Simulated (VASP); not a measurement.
Here is a VASP 6.6.1 calculation.

INCAR

```
PREC = Accurate ; ENCUT = 600
EDIFF = 1E-8 ; ISMEAR = 0
SIGMA = 0.02 ; LREAL = False
LASPH = True ; NELM = 100
ALGO = Normal ; ISIF = 2
LWAVE = False ; LCHARG = False
GGA = CA ; LEPSILON = True
IBRION = 8 ; NSW = 1
```

File KPOINTS:

```
regular mesh
0
Gamma
  14 14 14
```

POSCAR

```
CdSe
1.0
    0.0000000000      3.0113700000      3.0113700000
    3.0113700000      0.0000000000      3.0113700000
    3.0113700000      3.0113700000      0.0000000000
Cd Se
1 1
Direct
    0.0000000000      0.0000000000      0.0000000000
    0.2500000000      0.2500000000      0.2500000000
```

Potentials or basis: VASP PAW LDA potentials, release 64 (Cd, Se).

The run is started by

```bash
$ cat potpaw_LDA.64/Cd/POTCAR potpaw_LDA.64/Se/POTCAR > POTCAR
$ mpirun -np 1 vasp_std > vasp.out
```

Task: What does it give for the electronic dielectric tensor (diagonal)?

Result: 10.30.

Task: What does it give for the Born charges (mean of the diagonal)?

Result: Cd +2.23; Se -2.23 e.

Task: Estimate the highest phonon frequency at Γ, LO-TO splitting left out.

Result: 176 cm⁻¹.

Task: Estimate the band gap on the k mesh.

Result: 0.42 eV, direct.

Phonon frequencies in cm⁻¹ (negative: imaginary):
| q point | frequencies |
| --- | --- |
| (0.000, 0.000, 0.000) | 0 0 0 176 176 176 |

Caveat: the gap is small at this level, which inflates the dielectric constant. LDA gaps usually lie below the measured ones, often by a third to a half.
